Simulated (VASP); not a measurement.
# A VASP 6.6.1 single-point calculation on SnSe

INCAR

```
LCHARG = .FALSE.
LASPH = .TRUE.
EDIFF = 1E-7
LREAL = .FALSE.
PREC = Accurate
IBRION = -1
NELECT = 21
LWAVE = .FALSE.
ISMEAR = 1
ENCUT = 520
NBANDS = 17
ISIF = 2
GGA = PE
NELM = 120
NSW = 0
SIGMA = 0.2
```

KPOINTS

```
KPOINTS created by Atomic Simulation Environment
0
Gamma
6 6 6
0 0 0
```

POSCAR

```
Sn Se
 1.0000000000000000
     0.0000000000000000    3.3639842879000001    3.5321835023000001
     3.3639842879000001    0.0000000000000000    3.5321835023000001
     3.3639842879000001    3.3639842879000001    0.0000000000000000
 Sn  Se
   1   1
Cartesian
  0.0000000000000000  0.0000000000000000  0.0000000000000000
  1.6819921439500001  1.6819921439500001  1.7660917511500005
```

The recommended PBE PAW datasets give the neutral cell 20 valence electrons.

Command

```
mpirun -np 1 vasp_std
```

OSZICAR

```
N       E                     dE             d eps       ncg     rms          rms(c)
DAV:   1     0.146796478257E+03    0.14680E+03   -0.98544E+03  1021   0.128E+03
DAV:   2     0.103622781076E+02   -0.13643E+03   -0.13326E+03  1077   0.337E+02
DAV:   3    -0.427208994567E+01   -0.14634E+02   -0.14517E+02  1243   0.100E+02
DAV:   4    -0.469935319514E+01   -0.42726E+00   -0.42674E+00  1199   0.187E+01
DAV:   5    -0.471343755664E+01   -0.14084E-01   -0.14084E-01  1494   0.324E+00    0.437E+00
DAV:   6    -0.442343463909E+01    0.29000E+00   -0.17411E+00  1122   0.402E+00    0.262E+00
DAV:   7    -0.442706900651E+01   -0.36344E-02   -0.96164E-02  1153   0.145E+00    0.122E+00
DAV:   8    -0.442577504331E+01    0.12940E-02   -0.62191E-03  1133   0.439E-01    0.194E-01
DAV:   9    -0.442597523201E+01   -0.20019E-03   -0.10999E-03  1146   0.198E-01    0.603E-02
DAV:  10    -0.442612055608E+01   -0.14532E-03   -0.23492E-04  1129   0.702E-02    0.353E-02
DAV:  11    -0.442617886610E+01   -0.58310E-04   -0.11504E-04  1046   0.580E-02    0.483E-03
DAV:  12    -0.442617932947E+01   -0.46337E-06   -0.41607E-06  1325   0.142E-02    0.273E-03
DAV:  13    -0.442618002939E+01   -0.69992E-06   -0.28319E-06  1044   0.908E-03    0.151E-03
DAV:  14    -0.442618018557E+01   -0.15617E-06   -0.14078E-07   985   0.228E-03    0.743E-04
DAV:  15    -0.442618015610E+01    0.29464E-07   -0.16519E-08   543   0.840E-04
   1 F= -.44261802E+01 E0= -.44270894E+01  d E =0.272766E-02
```

From OUTCAR

```
k-points           NKPTS =     30   k-points in BZ     NKDIM =     30   number of bands    NBANDS=     17

   NELECT =      21.0000    total number of electrons

   dimension x,y,z NGX =    36 NGY =   36 NGZ =   36
   dimension x,y,z NGXF=    72 NGYF=   72 NGZF=   72

  energy-cutoff  :      520.00
  volume of cell :       79.94
      direct lattice vectors                 reciprocal lattice vectors
     0.000000000  3.363984288  3.532183502    -0.148633274  0.148633274  0.141555500
     3.363984288  0.000000000  3.532183502     0.148633274 -0.148633274  0.141555500
     3.363984288  3.363984288  0.000000000     0.148633274  0.148633274 -0.141555500

 k-points in reciprocal lattice and weights: KPOINTS created by Atomic Simulation Env
   0.00000000  0.00000000  0.00000000       0.005
   0.16666667  0.00000000  0.00000000       0.037
   0.33333333 -0.00000000  0.00000000       0.037
   0.50000000  0.00000000  0.00000000       0.019
   0.16666667  0.16666667  0.00000000       0.009
   0.33333333  0.16666667  0.00000000       0.037
   0.50000000  0.16666667  0.00000000       0.037
  -0.33333333  0.16666667  0.00000000       0.037
   ...

 E-fermi :   3.7548

 k-point     1 :       0.0000    0.0000    0.0000
  band No.  band energies     occupation
      1     -18.8758      2.00000
      2     -18.8758      2.00000
      3     -18.8747      2.00000
      4     -18.8681      2.00000
      5     -18.8652      2.00000
      6     -10.6497      2.00000
      7      -2.8860      2.00000
      8       0.1015      2.00000
      9       0.2678      2.00000
     10       0.2678      2.00000
     11       3.8576      0.24492
     12       3.8576      0.24492
     13       3.9742     -0.06494
     14       6.4952     -0.00000
     15       9.2802      0.00000
     16       9.9504      0.00000
     17       9.9930      0.00000

 k-point     2 :       0.1667    0.0000    0.0000
  band No.  band energies     occupation
      1     -18.8764      2.00000
      2     -18.8751      2.00000
      3     -18.8741      2.00000
      4     -18.8679      2.00000
      5     -18.8652      2.00000
      6     -10.5583      2.00000
      7      -3.3702      2.00000
      8      -0.0032      2.00000
      9       0.1388      2.00000
     10       0.3787      2.00000
     11       3.7835      0.76018
     12       4.1128     -0.02967
     13       4.2068     -0.00633
     14       7.4914     -0.00000
     15       8.6860      0.00000
     16       9.0882      0.00000
     17       9.8191      0.00000

 k-point     3 :       0.3333   -0.0000    0.0000
  band No.  band energies     occupation
      1     -18.8779      2.00000
      2     -18.8740      2.00000
      3     -18.8731      2.00000
      4     -18.8671      2.00000
      5     -18.8651      2.00000
      6     -10.3574      2.00000
      7      -4.1636      2.00000
      8      -0.2559      2.00000
      9      -0.0781      2.00000
     10       0.2965      2.00000
     11       4.3806     -0.00009
     12       4.5008     -0.00000
     13       4.7092     -0.00000
     14       7.9724      0.00000
     15       9.0253      0.00000
     16       9.0709      0.00000
     17      10.1533      0.00000

 ...

  Total        6.9253602      6.9253602      6.9760076      0.0000000      0.0000000      0.0000000
  in kB      138.7943467    138.7943467    139.8093949      0.0000000      0.0000000      0.0000000
  external PRESSURE =     139.1326961 kB  Pullay stress =       0.0000000 kB

 POSITION                                       TOTAL-FORCE (eV/Angst)
 -----------------------------------------------------------------------------------
      0.00000      0.00000      0.00000        -0.000000      0.000000     -0.000000
      1.68199      1.68199      1.76609         0.000000      0.000000      0.000000
 -----------------------------------------------------------------------------------
    total drift:                               -0.000000     -0.000000     -0.000000

  FREE ENERGIE OF THE ION-ELECTRON SYSTEM (eV)
  ---------------------------------------------------
  free  energy   TOTEN  =        -4.4261801561 eV

  energy  without entropy=       -4.4289078208  energy(sigma->0) =       -4.42708938
```

It converged. Results: pressure 13.9 GPa.

The cell is charged and sits in a uniform background.

For comparison, a separate PBE run of the intended cell, on usual settings and not on those above, gives a gap of 0.14 eV on its mesh and a pressure of -0.8 GPa.

The run above took about 40 s on one core of a shared host (Intel Xeon Platinum 8488C) and held 0.22 GiB at most.
